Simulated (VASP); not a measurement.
**2H-MoTe2 monolayer and its bilayer**

What are the lattice, gap and band positions of 2H-MoTe2 monolayer, and what does a second sheet change?

Main program and level: VASP 6.6.1; optB86b-vdW, no spin polarisation; plane waves and PAW (Mo, Te), in the first sound run; inputs show where later runs differ.

**1. Set-up**

The cell holds 3 atoms: 1 Mo and 2 Te. Cell: a = 3.550 Å, b = 3.550 Å, c = 22.000 Å, α = 90.0°, β = 90.0°, γ = 120.0°. Vacuum lies along c.

Coordinates:

```xyz
3
Lattice="3.5500 0.0000 0.0000 -1.7750 3.0744 0.0000 0.0000 0.0000 22.0000" Properties=species:S:1:pos:R:3
Mo    0.0000    2.0496   11.0000
Te    1.7750    1.0248    9.1950
Te    1.7750    1.0248   12.8050
```

**2. Relaxing the monolayer**

The sheet's cell relaxes in its plane with the atoms, while the vacuum is kept.

The input, INCAR:

```
SYSTEM = Te2Mo
PREC = Normal
ENCUT = 350
EDIFF = 1E-06
NELM = 120
ISMEAR = 0
SIGMA = 0.03
LREAL = .FALSE.
ALGO = Normal
GGA = MK
AGGAC = 0
LUSE_VDW = .TRUE.
PARAM1 = 0.1234
PARAM2 = 1
LASPH = .TRUE.
NBANDS = 15
LORBIT = 11
LWAVE = .FALSE.
LCHARG = .FALSE.
KPAR = 4
IBRION = 2
NSW = 50
ISIF = 3
EDIFFG = -0.015
POTIM = 0.4
IDIPOL = 3
LDIPOL = .TRUE.
DIPOL = 0.5 0.5 0.5
LATTICE_CONSTRAINTS = .TRUE. .TRUE. .FALSE.
```

The input, POSCAR:

```
Te2Mo
1.0
    3.5500000000      0.0000000000      0.0000000000
   -1.7750000000      3.0743901834      0.0000000000
    0.0000000000      0.0000000000     22.0000000000
Mo Te
1 2
Direct
    0.3333333333      0.6666666667      0.5000000000
    0.6666666667      0.3333333333      0.4179545455
    0.6666666667      0.3333333333      0.5820454545
```

The input, KPOINTS:

```
Automatic mesh
0
Gamma
12 12 1
0 0 0
```

Potentials, in the order of the species: Mo and Te (PBE family, release 64).

On the command line:

```sh
$ mpirun -np 4 vasp_std
```

Output:

```text
[banner, memory and clock lines left out]
running    4 mpi-ranks, on    1 nodes
 distrk:  each k-point on    1 cores,    4 groups
 distr:  one band on    1 cores,    1 groups

 POSCAR found type information on POSCAR MoTe
 POSCAR found :  2 types and       3 ions
|                                                                             |
|               ----> ADVICE to this user running VASP <----                  |
|                                                                             |
|     You have switched on vdW-DFT.                                           |
|     This routine was written and supplied by Jiri Klimes. We recommend      |
|     that you carefully read and cite the following publications:            |
|       J. Klimes, D.R. Bowler, A. Michelides                                 |
|          J. Phys.: Cond Matt. 22 022201 (2010)                              |
|       J. Klimes, D.R. Bowler, A. Michelides                                 |
|          Phys. Rev. B. 83, 195131 (2011)                                    |
|     and references therein.                                                 |
|                                                                             |

|                                                                             |
|               ----> ADVICE to this user running VASP <----                  |
|                                                                             |
|     You enforced a specific xc type in the INCAR file but a different       |
|     [... a line on the potential file left out ...]
|     I HOPE YOU KNOW WHAT YOU ARE DOING!                                     |
|                                                                             |

 LDA part: xc-table for (Slater+PW92), standard interpolation
 POSCAR, INCAR and KPOINTS ok, starting setup
 FFT: planning ... GRIDC
 FFT: planning ... GRID_SOFT
 FFT: planning ... GRID
 WAVECAR not read
 entering main loop
       N       E                     dE             d eps       ncg     rms          rms(c)
DAV:   1     0.979999379920E+02    0.98000E+02   -0.47266E+03   570   0.636E+02
DAV:   2    -0.328897353351E+01   -0.10129E+03   -0.93479E+02   868   0.130E+02
DAV:   3    -0.123841883045E+02   -0.90952E+01   -0.89899E+01   808   0.477E+01
DAV:   4    -0.126119598109E+02   -0.22777E+00   -0.22736E+00   750   0.946E+00
DAV:   5    -0.126172677405E+02   -0.53079E-02   -0.53078E-02   871   0.134E+00    0.150E+01
DAV:   6    -0.122061832387E+02    0.41108E+00   -0.24778E+00   633   0.969E+00    0.624E+00
DAV:   7    -0.122258006409E+02   -0.19617E-01   -0.28471E+00   668   0.113E+01    0.519E+00
DAV:   8    -0.119161613642E+02    0.30964E+00   -0.51446E-01   668   0.510E+00    0.135E+00
DAV:   9    -0.119124911404E+02    0.36702E-02   -0.12249E-01   738   0.209E+00    0.604E-01
DAV:  10    -0.119089120719E+02    0.35791E-02   -0.75642E-03   759   0.692E-01    0.227E-01
DAV:  11    -0.119079298992E+02    0.98217E-03   -0.10629E-03   731   0.187E-01    0.269E-01
DAV:  12    -0.119074021858E+02    0.52771E-03   -0.86433E-04   689   0.181E-01    0.492E-02
DAV:  13    -0.119065371432E+02    0.86504E-03   -0.40134E-04   675   0.948E-02    0.505E-02
DAV:  14    -0.119064166576E+02    0.12049E-03   -0.28622E-05   689   0.318E-02    0.221E-02
DAV:  15    -0.119061536298E+02    0.26303E-03   -0.34269E-05   661   0.307E-02    0.215E-02
DAV:  16    -0.119061356450E+02    0.17985E-04   -0.89735E-06   570   0.182E-02    0.106E-02
DAV:  17    -0.119061879908E+02   -0.52346E-04   -0.25781E-05   619   0.212E-02    0.443E-03
DAV:  18    -0.119062213404E+02   -0.33350E-04   -0.12458E-05   653   0.110E-02    0.277E-03
DAV:  19    -0.119062244999E+02   -0.31595E-05   -0.38933E-07   633   0.279E-03    0.204E-03
DAV:  20    -0.119062257331E+02   -0.12333E-05   -0.19425E-07   432   0.245E-03    0.351E-04
DAV:  21    -0.119062261130E+02   -0.37985E-06   -0.30925E-08   516   0.987E-04
   1 F= -.11906226E+02 E0= -.11906226E+02  d E =-.119062E+02
 curvature:   0.00 expect dE= 0.000E+00 dE for cont linesearch  0.000E+00
 trial: gam= 0.00000 g(F)=  0.113E-03 g(S)=  0.111E-01 ort = 0.000E+00 (trialstep = 0.100E+01)
 search vector abs. value=  0.112E-01
 bond charge predicted
       N       E                     dE             d eps       ncg     rms          rms(c)
DAV:   1    -0.119224895994E+02   -0.16264E-01   -0.48064E-01   584   0.393E+00    0.968E-01
DAV:   2    -0.119137234854E+02    0.87661E-02   -0.14861E-02   654   0.757E-01    0.389E-01
DAV:   3    -0.119107672813E+02    0.29562E-02   -0.58464E-03   661   0.399E-01    0.223E-01
DAV:   4    -0.119102212524E+02    0.54603E-03   -0.32660E-03   626   0.381E-01    0.149E-01
DAV:   5    -0.119100507368E+02    0.17052E-03   -0.57575E-04   612   0.174E-01    0.829E-02
DAV:   6    -0.119100387406E+02    0.11996E-04   -0.15629E-04   675   0.644E-02    0.502E-02
DAV:   7    -0.119100257091E+02    0.13031E-04   -0.47916E-05   682   0.465E-02    0.212E-02
DAV:   8    -0.119100250902E+02    0.61894E-06   -0.49288E-06   668   0.138E-02
   2 F= -.11910025E+02 E0= -.11910025E+02  d E =-.379898E-02
[...]
3 F= -.11910491E+02 E0= -.11910491E+02  d E =-.426478E-02
[...]
4 F= -.11911015E+02 E0= -.11911015E+02  d E =-.524379E-03
 trial-energy change:   -0.000524  1 .order   -0.000531   -0.000650   -0.000412
 step:   2.5955(harm=  2.5955)  dis= 0.00916  next Energy=   -11.911377 (dE=-0.887E-03)
 bond charge predicted
       N       E                     dE             d eps       ncg     rms          rms(c)
DAV:   1    -0.119116540343E+02   -0.63875E-03   -0.37949E-02   584   0.106E+00    0.937E-02
DAV:   2    -0.119115047266E+02    0.14931E-03   -0.19391E-03   654   0.286E-01    0.790E-02
DAV:   3    -0.119114132798E+02    0.91447E-04   -0.19892E-04   654   0.992E-02    0.459E-02
DAV:   4    -0.119113752353E+02    0.38045E-04   -0.82024E-05   640   0.497E-02    0.309E-02
DAV:   5    -0.119113669686E+02    0.82666E-05   -0.23957E-05   669   0.254E-02    0.291E-02
DAV:   6    -0.119113642637E+02    0.27049E-05   -0.11681E-05   703   0.217E-02    0.960E-03
DAV:   7    -0.119113640428E+02    0.22094E-06   -0.17354E-06   516   0.103E-02
   5 F= -.11911364E+02 E0= -.11911364E+02  d E =-.873154E-03
 curvature:  -1.38 expect dE=-0.192E-05 dE for cont linesearch -0.296E-07
 trial: gam=-0.01495 g(F)=  0.283E-06 g(S)=  0.111E-05 ort = 0.395E-05 (trialstep = 0.128E+01)
 search vector abs. value=  0.143E-05
 reached required accuracy - stopping structural energy minimisation
```

Wall time 2.6 min (4 MPI ranks of Intel Xeon 6975P-C (Granite Rapids), shared host); peak memory 1.5 GiB.

The logs omit lines about the potential files and the build; timing stands in the text.

OUTCAR, selected parts (step 2):

```text
ion  position               nearest neighbor table
   1  0.333  0.667  0.500-   2 2.73   3 2.73   2 2.73   3 2.73   2 2.73   3 2.73
   2  0.667  0.333  0.418-   1 2.73   1 2.73   1 2.73   3 3.61
   3  0.667  0.333  0.582-   1 2.73   1 2.73   1 2.73   2 3.61

  LATTYP: Found a hexagonal cell.
 ALAT       =     3.5500000000
 C/A-ratio  =     6.1971830986

 Subroutine GETGRP returns: Found 12 space group operations
 (whereof 12 operations were pure point group operations)

The static configuration has the point symmetry D_3h.

 Found     19 irreducible k-points:

   k-points           NKPTS =     19   k-points in BZ     NKDIM =     19   number of bands    NBANDS=     15

   dimension x,y,z NGX =    16 NGY =   16 NGZ =  108
   dimension x,y,z NGXF=    32 NGYF=   32 NGZF=  216

   ENCUT  =  350.0 eV  25.72 Ry    5.07 a.u.   5.42  5.42 33.56*2*pi/ulx,y,z

   NELECT =      18.0000    total number of electrons

 k-points in reciprocal lattice and weights: Automatic mesh
   0.00000000  0.00000000  0.00000000       0.007
   0.08333333  0.00000000  0.00000000       0.042
   0.16666667  0.00000000  0.00000000       0.042
   0.25000000  0.00000000  0.00000000       0.042
   0.33333333  0.00000000  0.00000000       0.042
   0.41666667 -0.00000000  0.00000000       0.042
   0.50000000  0.00000000  0.00000000       0.021
   0.08333333  0.08333333  0.00000000       0.042
   0.16666667  0.08333333  0.00000000       0.083
[...]
0.33333333  0.25000000  0.00000000       0.083
   0.33333333  0.33333333  0.00000000       0.014

 dipolmoment           0.000000      0.000000     -0.000000 electrons x Angstroem

 average (electrostatic) potential at core
       1 -44.4533       2 -95.3856       3 -95.3856

 E-fermi :  -1.1278

 k-point     1 :       0.0000    0.0000    0.0000
  band No.  band energies     occupation
    ...
      5      -2.9266      2.00000
      6      -2.9266      2.00000
      7      -2.1494      2.00000
      8      -2.1494      2.00000
      9      -1.8479      2.00000
     10       1.8572      0.00000
     11       1.8572      0.00000
     12       2.1108      0.00000
     13       2.1108      0.00000
     14       2.4559      0.00000
    ...

 k-point     2 :       0.0833    0.0000    0.0000
  band No.  band energies     occupation
    ...
      5      -3.1375      2.00000
      6      -2.8459      2.00000
      7      -2.2766      2.00000
      8      -2.0771      2.00000
      9      -1.8501      2.00000
     10       1.4466      0.00000
     11       1.5253      0.00000
     12       1.9018      0.00000
     13       1.9315      0.00000
     14       2.6323      0.00000
    ...

 k-point     3 :       0.1667    0.0000    0.0000
  band No.  band energies     occupation
    ...
      5      -3.6623      2.00000
      6      -2.6172      2.00000
      7      -2.5900      2.00000
      8      -2.1308      2.00000
      9      -1.9131      2.00000
     10       0.6554      0.00000
     11       0.9025      0.00000
     12       1.4188      0.00000
     13       2.0918      0.00000
     14       2.9459      0.00000
    ...

Total vdW correction in eV:      3.8107496

  Total        0.0065590      0.0065590     -0.0425294      0.0000000      0.0000000      0.0000000
  in kB        0.0444971      0.0444971     -0.2885270      0.0000000      0.0000000      0.0000000
  external PRESSURE =      -0.0665109 kB  Pullay stress =       0.0000000 kB

  energy-cutoff  :      350.00
  volume of cell :      236.16
      direct lattice vectors                 reciprocal lattice vectors
     3.520710115 -0.000000000  0.000000000     0.284033609  0.163986881  0.000000000
    -1.760355057  3.049024399  0.000000000     0.000000000  0.327973761  0.000000000
     0.000000000  0.000000000 22.000000000     0.000000000  0.000000000  0.045454545

 POSITION                                       TOTAL-FORCE (eV/Angst)
 -----------------------------------------------------------------------------------
     -0.00000      2.03268     11.00000        -0.000000     -0.000000      0.000000
      1.76036      1.01634      9.18695         0.000000      0.000000     -0.001915
      1.76036      1.01634     12.81305         0.000000      0.000000      0.001915
 -----------------------------------------------------------------------------------
    total drift:                                0.000002     -0.000001      0.000000

  FREE ENERGIE OF THE ION-ELECTRON SYSTEM (eV)
  ---------------------------------------------------
  free  energy   TOTEN  =       -11.9113640428 eV

  energy  without entropy=      -11.9113640428  energy(sigma->0) =      -11.91136404

Total vdW correction in eV:      3.8106557

 reached required accuracy - stopping structural energy minimisation

 vacuum level on the upper side and lower side of the slab         3.652         3.652

 total charge
# of ion       s       p       d       tot
------------------------------------------
    1        0.354   0.433   4.377   5.164
    2        1.386   1.981   0.060   3.427
    3        1.386   1.981   0.060   3.427
--------------------------------------------------
tot          3.126   4.395   4.496  12.018

[... 3 further parts left out ...]
```

This run has no spin polarisation, although Mo can carry a moment. The gap is read on the k-mesh alone, so it is an upper bound where the band edges lie off the mesh. The PAW data sets were made with PBE, which is usual practice but a small mismatch for other functionals. The data set Mo keeps the semicore shell frozen, which is cheaper and a little less accurate. The run keeps the 12 symmetry operations of its start, so it cannot find a distortion of lower symmetry.

Step by step:

| step | energy less that of the first step (eV) | largest force (eV/Å) | pressure (GPa) | volume (Å³) |
| --- | --- | --- | --- | --- |
| 1 | 0.0000 | 0.0383 | -0.33 | 240.11 |
| 2 | -0.0038 | 0.1374 | 0.19 | 236.08 |
| 3 | -0.0043 | 0.0940 | 0.06 | 237.06 |
| 4 | -0.0048 | 0.0600 | 0.03 | 236.73 |
| 5 | -0.0051 | 0.0019 | -0.01 | 236.16 |

| cell as run | before | after | change |
| --- | --- | --- | --- |
| a (Å) | 3.550 | 3.521 | -0.8 % |
| b (Å) | 3.550 | 3.521 | -0.8 % |

The relaxed structure:

```cif
data_structure
_symmetry_space_group_name_H-M 'P 1'
_symmetry_Int_Tables_number 1
_cell_length_a 3.5207
_cell_length_b 3.5207
_cell_length_c 22.0000
_cell_angle_alpha 90.000
_cell_angle_beta 90.000
_cell_angle_gamma 120.000
_cell_volume 236.16
loop_
_atom_site_label
_atom_site_type_symbol
_atom_site_fract_x
_atom_site_fract_y
_atom_site_fract_z
_atom_site_occupancy
Mo1 Mo 0.33333 0.66667 0.50000 1
Te2 Te 0.66667 0.33333 0.41759 1
Te3 Te 0.66667 0.33333 0.58241 1
```

This step gave:

```yaml
electronic_cycles: 51
electrons: 18
free_energy_toten: -11.91 eV
fermi_energy: -1.128 eV
metallic: no
dipole_moment: 0, 0, 0 e·Å
gap_on_the_k_mesh: 1.138 eV
least_direct_gap_on_the_k_mesh: 1.138 eV
```

The run ended after 5 ionic steps, 0.005 eV below its first step, once forces and stress met EDIFFG = -0.015.

(Continued in part 2 of 6.)

[Lines on the potential files, build, host, timing and source positions are cut from VASP's logs without a mark.]

[Logs are printed without paths, hosts, clocks, repeated set-up lines and the standing remarks that a program may print on its own settings, such as how far it seeks lower states.]

[Hosts, paths, dates, database ids (printed as entryN), source tags and the programs' standing remarks are cut or masked in the printed files.]

[Runs that stopped without an error message from VASP are left out.]
